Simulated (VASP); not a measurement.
A run of VASP 6.6.1 is set up as follows.

File INCAR:

```
SYSTEM = Cr
PREC = Accurate ; ENCUT = 520
EDIFF = 1E-6 ; ISMEAR = 0
SIGMA = 0.15 ; LREAL = .False.
LASPH = .True. ; NELM = 100
ALGO = Fast ; ISIF = 2
LWAVE = .False. ; LCHARG = .True.
GGA = PE ; LELF = .True.
LVHAR = .True. ; NBANDS = 12
```

Contents of KPOINTS:

```
regular mesh
0
Gamma
  24 24 24
  0 0 0
```

File POSCAR:

```
Cr
1.0
   -0.3987540548      1.6637669183      1.6637669183
    1.6637669183     -0.3987540548      1.6637669183
    1.6637669183      1.6637669183     -0.3987540548
Cr
1
Direct
    0.0000000000      0.0000000000      0.0000000000
```

Potentials or basis: VASP PAW PBE potentials, release 64 (Cr_pv).

Command:

```bash
$ cat potpaw_PBE.64/Cr_pv/POTCAR > POTCAR
$ mpirun -np 1 vasp_std > vasp.out
```

Predict the band gap on the k mesh.

none (metal or under the smearing width).

Estimate the pressure.

-5.7 GPa.

Stress tensor (GPa, compression positive):
```
-5.65 10.65 10.65
10.65 -5.65 10.65
10.65 10.65 -5.65
```

Caveat: the run has no spin polarisation, though such a crystal can be magnetic. Spin polarisation is off, so any magnetic state and its effect on volume and gap are missing.
